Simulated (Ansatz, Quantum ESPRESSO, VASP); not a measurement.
**TaN: energy against volume and a worked fit**

```cif
data_structure
_symmetry_space_group_name_H-M 'Fm-3m'
_symmetry_Int_Tables_number 225
_cell_length_a 4.3580
_cell_length_b 4.3580
_cell_length_c 4.3580
_cell_angle_alpha 90.000
_cell_angle_beta 90.000
_cell_angle_gamma 90.000
_cell_volume 82.77
loop_
_atom_site_label
_atom_site_type_symbol
_atom_site_symmetry_multiplicity
_atom_site_Wyckoff_symbol
_atom_site_fract_x
_atom_site_fract_y
_atom_site_fract_z
_atom_site_occupancy
Ta1 Ta 4 b 0.50000 0.00000 0.00000 1
N1 N 4 a 0.00000 0.00000 0.00000 1
```

The cell was scaled at fixed shape and fractions and run with Ansatz, Ansatz PAW (earlier soft set), cutoff 420 eV; PBE, k mesh 10 × 10 × 10 on the cell of 2 atoms, fermi-dirac occupations of 0.05 eV, no spin polarisation, no spin-orbit coupling. Energies are those that the program minimises, any entropy of the smearing included. For a metal such a mesh isn't converged to the digits shown.

| V (Å³/atom) | energy over the lowest row (meV/atom) |
| --- | --- |
| 9.7252 | 123.60 |
| 9.9322 | 76.22 |
| 10.1391 | 41.37 |
| 10.3460 | ? |
| 10.5529 | 4.32 |
| 10.7598 | 0.00 |
| 10.9668 | 3.84 |

Task: Fit the third-order Birch-Murnaghan form, give V0, B0 and B′, and predict the energy left open.

Result: With y = (V0/V)^(2/3), E = E0 + (9 V0 B0/16) [(y - 1)³ B′ + (y - 1)² (6 - 4y)]. Least squares through the rows shown give V0 = 10.7624 Å³/atom, E0 = -0.02 meV, B0 = 329.7 GPa (1 eV/Å³ = 160.218 GPa) and B′ = 4.45, with a largest miss of 0.02 meV. At V = 10.3460 the form with these constants gives 17.79 meV; the run gave 17.76 meV an atom. Other set-ups at this level, from all their volumes (Å³/atom, GPa): Quantum ESPRESSO, SSSP 1.3 efficiency PBE: V0 10.761, B0 331.3; VASP, PBE PAW files N, Ta_pv, 520 eV: V0 10.799, B0 330.4.
